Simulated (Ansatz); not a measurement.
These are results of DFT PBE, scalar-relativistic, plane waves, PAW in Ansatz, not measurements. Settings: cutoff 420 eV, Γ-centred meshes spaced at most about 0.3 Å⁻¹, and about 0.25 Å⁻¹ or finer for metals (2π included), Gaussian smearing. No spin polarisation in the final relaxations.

All energies are static (0 K, no zero-point motion). All come from trial cells, and lower structures may exist.

**Question.** These unrelaxed guesses for Li are each relaxed within their symmetry. Order them by the energy at which they end, lowest first.
A.

```cif
data_structure
_symmetry_space_group_name_H-M 'P4_2/mmc'
_symmetry_Int_Tables_number 131
_cell_length_a 4.9059
_cell_length_b 4.9059
_cell_length_c 5.3482
_cell_angle_alpha 90.000
_cell_angle_beta 90.000
_cell_angle_gamma 90.000
_cell_volume 128.72
loop_
_atom_site_label
_atom_site_type_symbol
_atom_site_symmetry_multiplicity
_atom_site_Wyckoff_symbol
_atom_site_fract_x
_atom_site_fract_y
_atom_site_fract_z
_atom_site_occupancy
Li1 Li 4 i 0.50000 0.00000 0.70730 1
Li2 Li 2 f 0.50000 0.50000 0.75000 1
```

B.

```cif
data_structure
_symmetry_space_group_name_H-M 'Cmmm'
_symmetry_Int_Tables_number 65
_cell_length_a 2.7078
_cell_length_b 5.9574
_cell_length_c 2.6607
_cell_angle_alpha 90.000
_cell_angle_beta 90.000
_cell_angle_gamma 90.000
_cell_volume 42.92
loop_
_atom_site_label
_atom_site_type_symbol
_atom_site_symmetry_multiplicity
_atom_site_Wyckoff_symbol
_atom_site_fract_x
_atom_site_fract_y
_atom_site_fract_z
_atom_site_occupancy
Li1 Li 2 a 0.00000 0.00000 0.00000 1
```

**Answer.** B (ends in P6/mmm, simple hexagonal type, 0 meV/atom), A (ends in P4/mmm, 242 meV/atom).

Cells relaxed within their symmetry can be saddle points; a later kick test found a lower structure for Li P6/mmm. The part of the Crystallography Open Database at hand lists Li in space groups No. 166, 191, 194, 225, 229; sharing a group (P6/mmm) doesn't make a cell the listed structure. Some candidate types were left out of the draw beforehand, so a known form may be missing.
